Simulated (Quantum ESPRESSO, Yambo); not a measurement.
Planning a run of Quantum ESPRESSO 7.5 on WSe2. The input:

```
&control
  calculation = 'bands'
  prefix = 'x'
  outdir = 'o'
  pseudo_dir = 'pseudo'
/
&system
  ibrav = 0
  nat = 3
  ntyp = 2
  ecutwfc = 104.0
  nbnd = 74
  force_symmorphic = .true.
  noncolin = .true.
  lspinorb = .true.
/
&electrons
  conv_thr = 1e-9
  electron_maxstep = 80
  diago_full_acc = .true.
  diago_thr_init = 5e-6
/
ATOMIC_SPECIES
  W 183.84 W.upf
  Se 78.971 Se.upf
CELL_PARAMETERS angstrom
  3.3222565483 -0.0000000001 0.0000000000
  -1.6611282741 2.8771585688 0.0000000000
  0.0000000000 0.0000000000 16.0000000000
ATOMIC_POSITIONS crystal
  W 0.3333333333 0.6666666667 0.5000000000
  Se 0.6666666667 0.3333333333 0.6049054530
  Se 0.6666666667 0.3333333333 0.3950945470
K_POINTS crystal
  25
  0.00000000 0.00000000 0.00000000 1
  0.06250000 0.00000000 0.00000000 1
  0.12500000 0.00000000 0.00000000 1
  0.18750000 0.00000000 0.00000000 1
  0.25000000 0.00000000 0.00000000 1
  0.31250000 0.00000000 0.00000000 1
  0.37500000 0.00000000 0.00000000 1
  0.43750000 0.00000000 0.00000000 1
  0.50000000 0.00000000 0.00000000 1
  0.47916667 0.04166667 0.00000000 1
  0.45833333 0.08333333 0.00000000 1
  0.43750000 0.12500000 0.00000000 1
  0.41666666 0.16666666 0.00000000 1
  0.39583333 0.20833333 0.00000000 1
  0.37500000 0.25000000 0.00000000 1
  0.35416666 0.29166666 0.00000000 1
  0.33333333 0.33333333 0.00000000 1
  0.29166666 0.29166666 0.00000000 1
  0.25000000 0.25000000 0.00000000 1
  0.20833333 0.20833333 0.00000000 1
  0.16666666 0.16666666 0.00000000 1
  0.12500000 0.12500000 0.00000000 1
  0.08333333 0.08333333 0.00000000 1
  0.04166667 0.04166667 0.00000000 1
  0.00000000 0.00000000 0.00000000 1
```

```sh
OMP_NUM_THREADS=1 mpirun -n 16 pw.x -nk 16 -in pw.in > pw.out
```

Estimate wall time and host memory on 16 MPI ranks of Intel Xeon 6975P-C (Granite Rapids), shared host.

It took 23 s; on shared hardware allow 12 s to 46 s. Peak host memory was 6.2 GiB.

[Paths, hosts, dates, memory and timing lines, banners, echoed tables and standing remarks are left out of the program output.]

[Logs are printed without paths, hosts, clocks, repeated set-up lines and the standing remarks that a program may print on its own settings, such as how far it seeks lower states.]

[Runs of the session that timed out or met a known fault of the program may be left out.]

[Hosts, paths, dates, database ids (printed as entryN), source tags and the programs' standing remarks are cut or masked in the printed files.]
